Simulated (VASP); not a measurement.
**VASP 6.6.1 run: C**

INCAR

```
EDIFF = 1E-7
LWAVE = .FALSE.
PREC = Accurate
SIGMA = 0.02
LASPH = .TRUE.
NSW = 0
LCHARG = .FALSE.
GGA = PE
LREAL = .FALSE.
NBANDS = 11
ISMEAR = -1
ISIF = 2
ENCUT = 520
NELM = 67
IBRION = -1
```

KPOINTS

```
KPOINTS created by Atomic Simulation Environment
0
Monkhorst-Pack
10 10 10
0 0 0
```

POSCAR

```
C
 1.0000000000000000
     0.0558000000000000    1.8119000000000001    1.7373000000000001
     1.8090999999999999    0.0263000000000000    1.7668999999999999
     1.8445000000000000    1.8768000000000000   -0.0091000000000000
 C
   2
Cartesian
  1.7878355900000000  0.1709516600000000  1.7262313600000001
  0.8217057300000000  0.8895021900000000  0.8379103499999999
```

The recommended PBE PAW datasets give the neutral cell 8 valence electrons.

Command

```
mpirun -np 1 vasp_std
```

OSZICAR

```
N       E                     dE             d eps       ncg     rms          rms(c)
DAV:   1     0.346040457107E+00    0.34604E+00   -0.44939E+03 11411   0.684E+02
DAV:   2    -0.177721333966E+02   -0.18118E+02   -0.17489E+02 14066   0.122E+02
DAV:   3    -0.181350986621E+02   -0.36297E+00   -0.36216E+00 12988   0.132E+01
DAV:   4    -0.181357008882E+02   -0.60223E-03   -0.60221E-03 11747   0.679E-01
DAV:   5    -0.181357016385E+02   -0.75036E-06   -0.75024E-06 12627   0.224E-02    0.559E+00
DAV:   6    -0.176465018214E+02    0.48920E+00   -0.26639E-01 11289   0.368E+00    0.332E+00
DAV:   7    -0.174839436561E+02    0.16256E+00   -0.32491E-01 11955   0.411E+00    0.776E-01
DAV:   8    -0.174857223481E+02   -0.17787E-02   -0.91111E-03 11616   0.726E-01    0.454E-02
DAV:   9    -0.174857574301E+02   -0.35082E-04   -0.46790E-05 13186   0.574E-02    0.273E-02
DAV:  10    -0.174857806830E+02   -0.23253E-04   -0.17118E-05 11681   0.358E-02    0.576E-03
DAV:  11    -0.174857806950E+02   -0.11967E-07   -0.52764E-07 13293   0.635E-03
   1 F= -.17485781E+02 E0= -.17485772E+02  d E =-.175947E-04
```

From OUTCAR

```
k-points           NKPTS =    500   k-points in BZ     NKDIM =    500   number of bands    NBANDS=     11

   NELECT =       8.0000    total number of electrons

   dimension x,y,z NGX =    20 NGY =   20 NGZ =   20
   dimension x,y,z NGXF=    40 NGYF=   40 NGZF=   40

  energy-cutoff  :      520.00
  volume of cell :       11.56
      direct lattice vectors                 reciprocal lattice vectors
     0.055800000  1.811900000  1.737300000    -0.286776582  0.283244371  0.289409807
     1.809100000  0.026300000  1.766900000     0.283377805 -0.277143482  0.279942320
     1.844500000  1.876800000 -0.009100000     0.272888775  0.263255753 -0.283324868

 k-points in reciprocal lattice and weights: KPOINTS created by Atomic Simulation Env
   0.05000000  0.05000000  0.05000000       0.002
   0.15000000  0.05000000  0.05000000       0.002
   0.25000000  0.05000000  0.05000000       0.002
   0.35000000  0.05000000  0.05000000       0.002
   0.45000000  0.05000000  0.05000000       0.002
  -0.45000000  0.05000000  0.05000000       0.002
  -0.35000000  0.05000000  0.05000000       0.002
  -0.25000000  0.05000000  0.05000000       0.002
   ...

 E-fermi :  11.9163

 k-point     1 :       0.0500    0.0500    0.0500
  band No.  band energies     occupation
      1     -11.7850      2.00000
      2       6.3639      2.00000
      3       9.3378      2.00000
      4      11.6173      2.00000
      5      13.0976      0.00000
      6      15.4993      0.00000
      7      17.5679      0.00000
      8      22.2930      0.00000
      9      28.1854      0.00000
     10      33.8501      0.00000
     11      34.3145      0.00000

 k-point     2 :       0.1500    0.0500    0.0500
  band No.  band energies     occupation
      1     -11.4012      2.00000
      2       5.7398      2.00000
      3       7.8010      2.00000
      4      11.4915      2.00000
      5      12.5435      0.00000
      6      16.6906      0.00000
      7      18.3593      0.00000
      8      22.6502      0.00000
      9      28.4436      0.00000
     10      31.7992      0.00000
     11      33.6035      0.00000

 k-point     3 :       0.2500    0.0500    0.0500
  band No.  band energies     occupation
      1     -10.4486      2.00000
      2       4.2604      2.00000
      3       5.5538      2.00000
      4      10.1606      2.00000
      5      13.0868      0.00000
      6      17.6145      0.00000
      7      19.7334      0.00000
      8      23.2758      0.00000
      9      28.9341      0.00000
     10      31.2210      0.00000
     11      32.0583      0.00000

 k-point     4 :       0.3500    0.0500    0.0500
  band No.  band energies     occupation
      1      -8.9551      2.00000
      2       1.1967      2.00000
      3       4.7097      2.00000
      4       9.1358      2.00000
      5      13.2603      0.00000
      6      17.9871      0.00000
      7      20.6719      0.00000
      8      23.9114      0.00000
      9      29.8714      0.00000
     10      31.6566      0.00000
     11      32.1308      0.00000

 k-point     5 :       0.4500    0.0500    0.0500
  band No.  band energies     occupation
      1      -7.0300      2.00000
      2      -1.8370      2.00000
      3       4.3672      2.00000
      4       8.4302      2.00000
      5      13.2681      0.00000
      6      18.0915      0.00000
      7      20.8190      0.00000
      8      24.2727      0.00000
      9      31.0299      0.00000
     10      32.4654      0.00000
     11      33.7158      0.00000

 ...

  Total        0.6403466     -0.7529277      1.7704500     -0.7673950      0.2827798     -0.4930553
  in kB       88.7172470   -104.3148763    245.2881880   -106.3192496     39.1779130    -68.3106810
  external PRESSURE =      76.5635195 kB  Pullay stress =       0.0000000 kB

 POSITION                                       TOTAL-FORCE (eV/Angst)
 -----------------------------------------------------------------------------------
      1.78784      0.17095      1.72623        -2.188913     -5.414120     -1.615905
      0.82171      0.88950      0.83791         2.188913      5.414120      1.615905
 -----------------------------------------------------------------------------------
    total drift:                                0.000000     -0.000004      0.000006

  FREE ENERGIE OF THE ION-ELECTRON SYSTEM (eV)
  ---------------------------------------------------
  free  energy   TOTEN  =       -17.4857806950 eV

  energy  without entropy=      -17.4857631003  energy(sigma->0) =      -17.48577190
```

It converged. Results: gap between bands v and c on the k mesh 0.15 eV; least direct gap on the k mesh 0.97 eV; pressure 7.7 GPa; largest force 6.06 eV/Å. Band v is the last that the valence electrons fill when counted band by band, and c is the next.

The shifted mesh misses Γ, so a band edge there is missed.

For comparison, a separate PBE run of the intended cell, on usual settings and not on those above, gives a gap of -0.26 eV on its mesh and a pressure of 7.6 GPa.

The run above took about 45 s on one core of a shared host (Intel Xeon Platinum 8488C) and held 0.16 GiB at most.
